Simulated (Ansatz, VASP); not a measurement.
# One calculation of ZrC, two programs

File INCAR:

```
ALGO = Normal
EDIFF = 1E-6
ENCUT = 520
GGA = PE
ISIF = 2
ISMEAR = 0
LASPH = True
LCHARG = False
LREAL = False
LWAVE = False
NBANDS = 15
NELM = 60
PREC = Accurate
SIGMA = 0.1
```

The input KPOINTS:

```
k-points
0
Gamma
  16 16 16
```

POSCAR

```
ZrC
1.0
    0.0000000000      2.3543976079      2.3543976079
    2.3543976079      0.0000000000      2.3543976079
    2.3543976079      2.3543976079      0.0000000000
Zr C
1 1
Direct
    0.5000000000      0.5000000000      0.5000000000
    0.0000000000      0.0000000000      0.0000000000
```

Input for Ansatz:

```yaml
crystal:
  lattice:
    - [0.0, 2.3543976076, 2.3543976076]
    - [2.3543976076, 0.0, 2.3543976076]
    - [2.3543976076, 2.3543976076, 0.0]
  atoms:
    - { symbol: Zr, position: [0.5, 0.5, 0.5] }
    - { symbol: C, position: [0.0, 0.0, 0.0] }
basis:
  ecutwfc: 420
kpoints:
  mp_grid: { grid: [16, 16, 16] }
  band_path:
    path:
      - [[0.0, 0.0, 0.0], [0.5, 0.0, 0.5], [0.625, 0.25, 0.625]]
      - [[0.375, 0.375, 0.75], [0.0, 0.0, 0.0], [0.5, 0.5, 0.5], [0.5, 0.25, 0.75], [0.5, 0.0, 0.5]]
    npoints: 14
hamiltonian:
  xc: pbe
scf:
  occupations: { method: gaussian, width: 0.1 }
  n_extra_bands: 6
output:
  forces: true
  stress: true
  eigenvalues: true
  populations: true
  dos: { projected: true, de: 0.02, nscf_kmesh: { grid: [24, 24, 24] } }
  bader: true
```

Alike in both runs: task single point; functional PBE; k mesh 16 × 16 × 16; occupations gaussian, width 0.1 eV; no spin polarisation.

|  | VASP | Ansatz |
| --- | --- | --- |
| version | VASP 6.6.1 | Ansatz 0.2.0 |
| potentials or method | VASP PAW PBE potentials, release 64 (Zr_sv, C) | scalar-relativistic, plane waves, PAW |
| plane-wave cutoff (eV) | 520 | 420 |
| valence electrons in the cell | 16 | 16 |

Ansatz gave:

| Quantity | Value |
| --- | --- |
| gap on the k mesh at the Fermi level (eV) | none |
| pressure (GPa) | 0.0 |

Question: Which values does VASP return?

Answer: gap on the k mesh at the Fermi level (eV): none; pressure (GPa): 0.2.

A gap of «none» marks a metal or a gap that the smearing closes. With one functional, cell and mesh, what is left measures potentials, basis and numerics.
